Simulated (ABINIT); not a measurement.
Runs of ABINIT 10.8.3 (patched build) on BN. Symmetry: F-43m, No. 216, cubic system. The conventional cell has a = 3.626 Å, b = 3.626 Å, c = 3.626 Å, α = 90.00°, β = 90.00°, γ = 90.00°. N (site symmetry -43m) is surrounded by 4 B at 1.57 Å. B (site symmetry -43m) has 4 N at 1.57 Å as nearest neighbours. The cell is a database's computed one.

| task | level | potentials or basis | cell | cutoff (eV) | cell freedom (optcell) | cutoff smearing ecutsm (Ha) | optimiser (ionmov) | force stop (Ha/bohr) | fine-grid cutoff | gap on the mesh (eV) | pressure (GPa) |
| --- | --- | --- | --- | --- | --- | --- | --- | --- | --- | --- | --- |
| relaxation of cell and atoms | PBE | JTH PAW PBE v2.0 | relaxed | 707 | 2 | 0.5 | 2 | 5e-05 | 1306.15 eV | 4.52 | 0.0 |
| relaxation of cell and atoms | PBE | JTH PAW PBE v2.0 | relaxed to 5 GPa | 707 | 2 | 0.5 | 2 | 5e-05 | 1306.15 eV | 4.53 | 5.0 |
| relaxation of cell and atoms | PBE | JTH PAW PBE v2.0 | relaxed to 10 GPa | 707 | 2 | 0.5 | 2 | 5e-05 | 1306.15 eV | 4.55 | 10.0 |
| band structure | TB-mBJ | JTH PAW LDA v2.0 | as given | 844 | - | - | - | - | 1442.2 eV | (a) | - |

Alike in all rows: no spin polarisation; k mesh 13 × 13 × 13; smearing fermi-dirac 0.05 eV.

Task: Estimate the missing entries.

Result: (a) 5.96.

Caveats: an odd mesh through Γ misses points on the zone boundary, where band edges often lie (some runs); the constant c of TB-mBJ comes from the pseudo density here, which moves gaps by up to 0.3 eV between sets of potentials (some runs); the PAW data sets were made with another functional, which shifts forces and pressure a little (some runs).
